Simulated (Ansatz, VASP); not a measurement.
## Bi in VASP and in Ansatz

```
Bi
1.0
    -4.08718    4.08718    1.43056
     4.08718   -4.08718    1.43056
     4.08718    4.08718   -1.43056
Bi
1
Cartesian
  0.0000 0.0000 0.0000
```

Change from the starting cell: strain -0.040 along x and y, +0.000 along z, atoms carried along.

Alike in both runs: task single point; functional PBE; dispersion D3(BJ); k mesh 10 × 10 × 10; occupations gaussian, width 0.05 eV; no spin polarisation.

```csv
,VASP,Ansatz
version,VASP 6.6.1,Ansatz 0.2.0
potentials or method,"VASP PAW PBE potentials, release 64 (Bi_d)","scalar-relativistic, plane waves, PAW"
plane-wave cutoff (eV),520,420
valence electrons in the cell,15,15
```

|  | VASP | Ansatz | Ansatz less VASP |
| --- | --- | --- | --- |
| gap on the k mesh at the Fermi level (eV) | none | none | - |
| pressure (GPa) | -0.5 | -0.4 | +0.05 |
| largest component of the traceless stress (GPa) | 0.32 | 0.35 | +0.038 |

A gap of «none» marks a metal or a gap that the smearing closes.

Caveats: spin-orbit coupling is left out, which moves the levels of the heavy elements; pairwise dispersion overbinds metals, which lowers pressure and volume.
